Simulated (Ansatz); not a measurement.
Cu Kα1 powder pattern (kinematic, no thermal factors).
```csv
2θ (°),relative intensity
25.75,26
26.68,100
27.61,61
29.29,52
33.22,4
38.11,9
43.72,33
45.41,80
49.88,56
52.94,3
53.45,12
53.98,48
54.95,7
56.50,4
60.74,2
64.87,9
69.73,19
71.09,3
72.26,2
72.69,9
73.96,6
75.29,2
79.00,2
79.11,14
82.72,9
83.91,12
87.22,21
87.74,4
88.50,1
```

The pattern is computed from a structure relaxed with Ansatz, DFT PBE+D3(BJ), scalar-relativistic, plane waves, PAW. No spin polarisation. Its elements are Mg, S.

Give the structure.

MgS.
Space group P6_3mc (No. 186). a = 3.991 Å, b = 3.991 Å, c = 12.912 Å, α = 90.00°, β = 90.00°, γ = 120.00°
```
atom  site  symmetry       x       y       z
  Mg    2b       3m. 0.6667  0.3333  0.0382
  Mg    2a       3m. 0.0000  0.0000  0.2873
   S    2b       3m. 0.6667  0.3333  0.2269
   S    2a       3m. 0.0000  0.0000  0.9765
```

A pattern alone doesn't exclude other cells with like lines; this is the one computed.

The structure comes from a generated guess; another structure or a mixture of phases may lie lower.
